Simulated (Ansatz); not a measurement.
## Ti: strain energy, fitted

Ti, Fm-3m, a = 4.112 Å. This isn't the element's structure at ambient conditions. Ansatz: PBE, PAW, 420 eV, Γ-centred 14×14×10 mesh on 2 atoms, Gaussian smearing 0.10 eV; no spin polarisation. Series: uniaxial strain along a, with b, c and atoms relaxed; x is the strain in per cent. The axes a, b, c are those of the computed cell (2.908, 2.908, 4.112 Å), along [1 1 0], [-1 1 0], [0 0 1] of the cell named above. y is the free energy over the unstrained cell, V0 = 17.382 Å³/atom.

| x (%) | y (meV/atom) |
| --- | --- |
| -4.0 | ? |
| -2.0 | 1.68 |
| 0.0 | 0.00 |
| 2.0 | 2.03 |
| 4.0 | 7.63 |

**Question.** Fit y = c2 x² + c3 x³ to the other rows, turn c2 into a modulus, and predict the missing energy.

**Answer.** Least squares on the rows shown. y = 0.4492 x² + 0.007363 x³. In eV per unit strain² c2 is 4.492; this is Young's modulus along the axis (E = ½ Y V0 ε²): 2 × 4.492 × 160.2 / (17.382) = 83 GPa. At x = -4.0 the fit asked for gives 6.72 meV/atom. The run gave 8.56 meV/atom, so the fit is 1.84 meV/atom too low, 21 % of the span of the series, against an rms of 0.11 meV/atom on the fitted rows. The row lies outside the fitted range. With a term in x⁴ added, a fit to the same known rows (none to spare) predicts 4.83 meV/atom, further off still.

2 further runs of this set didn't finish or converge.